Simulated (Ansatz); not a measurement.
Geometry optimisation, DFT PBEsol, scalar-relativistic, plane waves, PAW in Ansatz 0.2.0.

The input (input.yaml):

```yaml
crystal:
  lattice:
    - [-4.1898, -4.1898, 0.0]
    - [4.1898, -4.1898, 0.0]
    - [0.0, 0.0, 5.3388]
  atoms:
    - { symbol: Si, position: [0.5, 0.5, 0.0] }
    - { symbol: Si, position: [0.0, 0.5, 0.25] }
    - { symbol: O, position: [0.1943, 0.5, 0.0] }
    - { symbol: O, position: [0.0, 0.1943, 0.25] }
    - { symbol: O, position: [0.8057, 0.5, 0.0] }
    - { symbol: O, position: [0.0, 0.8057, 0.25] }
    - { symbol: Si, position: [0.5, 0.5, 0.5] }
    - { symbol: Si, position: [0.0, 0.5, 0.75] }
    - { symbol: O, position: [0.1943, 0.5, 0.5] }
    - { symbol: O, position: [0.8057, 0.5, 0.5] }
    - { symbol: O, position: [0.0, 1.1943, 0.75] }
    - { symbol: Si, position: [0.0, 0.0, 0.0] }
    - { symbol: Si, position: [0.5, 0.0, 0.25] }
    - { symbol: O, position: [0.6943, 0.0, 0.0] }
    - { symbol: O, position: [0.5, 0.6943, 0.25] }
    - { symbol: O, position: [0.3057, 0.0, 0.0] }
    - { symbol: O, position: [0.5, 0.3057, 0.25] }
    - { symbol: Si, position: [0.0, 0.0, 0.5] }
    - { symbol: Si, position: [0.5, 0.0, 0.75] }
    - { symbol: O, position: [0.6943, 0.0, 0.5] }
    - { symbol: O, position: [0.5, 0.6943, 0.75] }
    - { symbol: O, position: [0.3057, 0.0, 0.5] }
    - { symbol: O, position: [0.5, 0.3057, 0.75] }
total_charge: 2
basis:
  ecutwfc: 420.0
kpoints:
  mp_grid: { grid: [2, 2, 2] }
hamiltonian:
  xc: pbesol
  pseudopotentials: { kind: paw, azcp: { folder: soft_1 } }
scf:
  occupations: { method: gaussian, width: 0.05 }
  lower_state_search: "off"
relax:
  f_tol: 0.03
  max_steps: 60
  adjacent_minimum: "off"
```

Command:

```bash
$ ansatz run input.yaml --threads 1 --pin off --max-ram 3072MiB --backend cpu --events-out ev --progress --plain --runs-dir out
```

**Question.** Where does it end, and by what steps?

**Answer.** The forces met the threshold. Limits of this set-up: coarse k mesh, PAW files made for another functional, charged cell in a uniform background, uncorrected. After 7 steps the energy has fallen by 2.146 eV; Si8 moved furthest, 0.23 Å.

| step | energy less start (eV) | largest force component (eV/Å) | accepted |
| --- | --- | --- | --- |
| 0 | 0.0000 | 3.470 | yes |
| 1 | -1.1823 | 2.565 | yes |
| 2 | -1.1054 | 5.350 | no |
| 3 | -1.9908 | 1.069 | yes |
| 4 | -2.1391 | 0.364 | yes |
| 5 | -2.1457 | 0.062 | yes |
| 6 | -2.1461 | 0.043 | yes |
| 7 | -2.1462 | 0.001 | yes |

```xyz
23
Lattice="-4.1898 -4.1898 0.0000 4.1898 -4.1898 0.0000 0.0000 0.0000 5.3388" Properties=species:S:1:pos:R:3
Si -0.006 -4.184 -0.012
Si 2.177 -2.177 1.335
O 1.338 -2.923 -0.045
O 0.899 -0.899 1.335
O -1.267 -5.528 -0.045
O 3.421 -3.421 1.335
Si -0.006 -4.184 2.682
Si 1.932 -1.932 4.004
O 1.338 -2.923 2.714
O -1.267 -5.528 2.714
O 4.884 -4.884 4.004
Si 0.090 -0.090 0.121
Si -2.132 -2.058 1.335
O -2.974 -2.913 -0.017
O 0.796 -4.986 1.335
O -1.276 -1.216 -0.017
O -0.838 -3.352 1.335
Si 0.090 -0.090 2.548
Si -2.113 -2.077 4.004
O -2.974 -2.913 2.687
O 0.812 -5.002 4.004
O -1.276 -1.216 2.687
O -0.832 -3.357 4.004
```

Whether the end is a true minimum wasn't checked by a vibrational analysis.

The run took 40 s on 1 thread of Arm Neoverse V2, on a shared host, peak memory 0.43 GiB.
